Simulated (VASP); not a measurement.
Set up this calculation in VASP 6.6.1, as the native input.

- Task: single point
- Functional: PBE
- Potentials or basis: VASP PAW PBE potentials, release 64 (Ni)
- Cutoff: 520 eV
- k mesh: 13 × 13 × 13
- Occupations: fermi-dirac, width 0.05 eV
- Spin: collinear spin, ferromagnetic start
- Starting moments: [1.0] μB
- Further INCAR settings: ALGO = Normal; EDIFF = 1e-07; NBANDS = 15

The structure of Ni lies in POSCAR:

```
Ni
1.0
    0.0165500000      1.7572510000      1.7682390000
    1.7191180000      0.0163320000      1.7684570000
    1.7144740000      1.7528250000      0.0209760000
Ni
1
Direct
    0.0065090000      0.0114400000     -0.0328950000
```

The cell isn't the ideal one: cell strained at random at fixed volume.

These files were run (other wordings do the same):

INCAR

```
ALGO = Normal
EDIFF = 1E-7
ENCUT = 520
GGA = PE
ISIF = 2
ISMEAR = -1
ISPIN = 2
LASPH = True
LCHARG = False
LMAXMIX = 4
LORBIT = 11
LREAL = False
LWAVE = False
MAGMOM = 1
NBANDS = 15
NELM = 120
PREC = Accurate
SIGMA = 0.05
```

KPOINTS

```
k-points
0
Gamma
  13 13 13
```

Potentials or basis: VASP PAW PBE potentials, release 64 (Ni).

Command:

```bash
$ cat potpaw_PBE.64/Ni/POTCAR > POTCAR
$ mpirun -np 1 vasp_std > vasp.out
```

Results of the run:

```yaml
Pressure: 8.0 GPa
Band_gap_on_the_k_mesh: none (metal or under the smearing width)
Net_moment: 0.62 μB per cell
Site_moments: Ni +0.63 μB
Valence_electrons_inside_the_program's_atomic_spheres: Ni 9.38
```

It took 3.7 min on 1 thread of Intel(R) Xeon(R) Platinum 8488C (Sapphire Rapids) (shared host), peak memory 0.34 GiB.
